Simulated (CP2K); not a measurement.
The system is Al2O3.

```
Al O
1.0
     4.61378    0.00000    0.00000
     0.00000    9.56328    0.00000
     0.00000    0.00000    3.11986
Al O
4 6
Cartesian
  4.5352 7.8856 0.0000
  0.0785 1.6777 0.0000
  2.2283 6.4593 1.5599
  2.3854 3.1040 1.5599
  2.3069 4.7816 1.5599
  0.5704 7.2016 1.5599
  1.7365 2.4200 0.0000
  2.8773 7.1433 0.0000
  0.0000 0.0000 0.0000
  4.0434 2.3617 1.5599
```

Measurements of this composition are mostly on another form, of space group No. 167.

Base run:

| Property | Result |
| --- | --- |
| Program | CP2K 2026.2 |
| Functional | RPBE |
| Potentials or basis | POTENTIAL_UZH Al GTH-PBE-q3, O GTH-PBE-q6; DZVP-MOLOPT-PBE-GTH basis |
| Density cutoff | 11565 eV |
| k mesh | 5 × 2 × 7 |
| Occupations | fermi-dirac, width 0.05 eV |
| Spin | no spin polarisation |

Its results: band gap on the k mesh 3.69 eV, direct; pressure 0.3 GPa; largest force 0.202 eV/Å.

Task: The run is repeated on the same cell with these changes: functional from RPBE to LDA. What comes out?

Result: Band gap on the k mesh 3.33 eV, direct; pressure -1.2 GPa; largest force 0.148 eV/Å.

LDA binds more tightly than RPBE, so the same cell stands under less pressure.

Caveats: the potentials were made for another functional, which shifts forces and pressure; the basis of atomic orbitals isn't converged, which shifts pressures, moduli and gaps.

